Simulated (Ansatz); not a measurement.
# CdS: start and end of a relaxation

The cell of CdS is invented: 4-connected net, two elements alternating (P3_221, No. 154). The dimensions are guesses.

POSCAR.start

```
Cd S
1.0
     6.27714    0.00000    0.00000
    -3.13857    5.43616    0.00000
     0.00000    0.00000    3.70190
Cd S
3 3
Direct
  0.62265 0.00000 0.66667
  0.00000 0.62265 0.33333
  0.37735 0.37735 0.00000
  0.37735 0.00000 0.16667
  0.00000 0.37735 0.83333
  0.62265 0.62265 0.50000
```

All numbers below come from DFT PBE, scalar-relativistic, plane waves, PAW in Ansatz 0.2.0. Cutoff 420 eV, Gaussian smearing, Γ-centred meshes. Cell and atoms relax first on a coarse mesh and then on a converged one. In between, the cell is made exact in the group found at 0.06 Å. The steps can't lower the symmetry of their start. No spin polarisation.

POSCAR.end

```
Cd S
1.0
     6.60373    0.00000    0.00000
    -3.30187    5.71900    0.00000
     0.00000    0.00000    4.00215
Cd S
3 3
Cartesian
  4.0954 0.0000 2.6681
  -2.0477 3.5467 1.3340
  1.2542 2.1723 0.0000
  2.4389 0.0000 0.6670
  -1.2195 2.1122 3.3351
  2.0824 3.6068 2.0011
```

The symmetry stays P3_221 (No. 154). The volume per atom grows by 19.7 %, from 21.1 to 25.2 Å³. The shortest distance goes from 2.41 Å (Cd–S) to 2.56 Å (Cd–S). The energy falls by about 0.18 eV/atom (the start's value is from the coarse mesh).

* Volume per atom: 25.19 Å³
* Density: 4.76 g/cm³
* Formation energy: −0.582 eV/atom
* Gap on the 6×6×8 mesh of the 6-atom cell: 0.98 eV

Energies over the elements count from the elements' standard structures at the same level, with no fitted energy shifts. Whether it is stable depends on the other phases of the system, which aren't compared here.

The last run used Gaussian smearing of 0.02 eV. Kohn–Sham gaps at this level usually fall short of measured ones. The reference form of S is held partly by dispersion forces, which this level lacks. A later test with randomly moved atoms came back to the same energy, though modes that don't fit the test's cell weren't probed. In all, the 3 runs took 4.6 min on 1 thread of Arm Neoverse N1, with other jobs on the host.
